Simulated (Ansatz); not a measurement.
**Where the states of NbC lie**

```cif
data_structure
_symmetry_space_group_name_H-M 'Fm-3m'
_symmetry_Int_Tables_number 225
_cell_length_a 4.4000
_cell_length_b 4.4000
_cell_length_c 4.4000
_cell_angle_alpha 90.000
_cell_angle_beta 90.000
_cell_angle_gamma 90.000
_cell_volume 85.18
loop_
_atom_site_label
_atom_site_type_symbol
_atom_site_symmetry_multiplicity
_atom_site_Wyckoff_symbol
_atom_site_fract_x
_atom_site_fract_y
_atom_site_fract_z
_atom_site_occupancy
Nb1 Nb 4 a 0.00000 0.00000 0.00000 1
C1 C 4 b 0.50000 0.00000 0.00000 1
```

The runs use the primitive cell with vectors (0.000, 2.200, 2.200), (2.200, 0.000, 2.200), (2.200, 2.200, 0.000) Å, to which the k mesh refers.

The structure is cubic, space group Fm-3m (No. 225). The conventional cell has a = 4.400 Å, b = 4.400 Å, c = 4.400 Å, α = 90.00°, β = 90.00°, γ = 90.00°. Around Nb (site symmetry m-3m) lie 6 C at 2.20 Å. C (site symmetry m-3m) has 6 Nb at 2.20 Å as nearest neighbours.

The cell comes from COD entry 1011323, which wasn't checked; take it as a given geometry. It is an old determination, and later ones may differ.

Spin polarisation is left out, and whether a magnetic state lies lower isn't shown here.

The calculation used Ansatz 0.2.0, DFT, PBE, all-electron LAPW, scalar-relativistic.

Sampling and basis: a Γ-centred 14×14×14 k mesh, Fermi–Dirac smearing of 0.05 eV, basis error target 1 meV/atom, no spin polarisation.

States per eV and cell, averaged over 0.6 eV, from -13.0 to 6.6 eV, with energies (bin centres) from the Fermi level; empty bins are left out. The partial columns, the largest 3 alone, are projections on Löwdin-orthogonalised atomic shells (those that the program's projection atoms carry: the occupied ones and, for some elements, an empty d or f shell; other empty shells have no column), summed over atoms of an element. Weights on diffuse s and p shells depend on that basis and aren't pure angular character.

```
E (eV)  total  Nb 4d  C 2p  C 2s
 -12.8   0.15   0.00  0.00  0.06
 -12.2   0.65   0.18  0.01  0.31
 -11.6   1.18   0.37  0.02  0.63
 -11.0   0.99   0.26  0.01  0.61
 -10.4   0.28   0.05  0.00  0.21
  -9.8   0.02   0.00  0.00  0.02
  -8.0   0.01   0.00  0.00  0.00
  -7.4   0.21   0.09  0.09  0.01
  -6.8   0.57   0.24  0.26  0.02
  -6.2   0.87   0.36  0.42  0.02
  -5.6   0.90   0.36  0.45  0.02
  -5.0   1.99   0.95  0.93  0.04
  -4.4   3.31   1.64  1.51  0.03
  -3.8   1.02   0.52  0.47  0.01
  -3.2   0.59   0.28  0.29  0.01
  -2.6   0.38   0.17  0.20  0.00
  -2.0   0.24   0.11  0.13  0.00
  -1.4   0.46   0.24  0.20  0.00
  -0.8   0.61   0.37  0.21  0.01
  -0.2   0.67   0.46  0.18  0.01
   0.4   0.78   0.57  0.18  0.01
   1.0   1.09   0.83  0.21  0.02
   1.6   1.01   0.79  0.17  0.02
   2.2   1.90   1.56  0.26  0.04
   2.8   1.34   1.02  0.26  0.02
   3.4   2.62   1.87  0.63  0.02
   4.0   0.50   0.30  0.16  0.02
   4.6   0.52   0.28  0.16  0.04
   5.2   0.59   0.30  0.17  0.06
   5.8   0.66   0.32  0.17  0.09
   6.4   0.85   0.37  0.21  0.14
```

(1) Which of the resolved shells contributes most within 0.3 eV of the Fermi level?

(2) Where is the centre of the filled Nb 4d states between -14 eV and the top of the filled states?

Answers

(1) Nb 4d, with 70 % of all states there; C 2p follows with 25 %.

(2) -5.06 eV from the Fermi level.
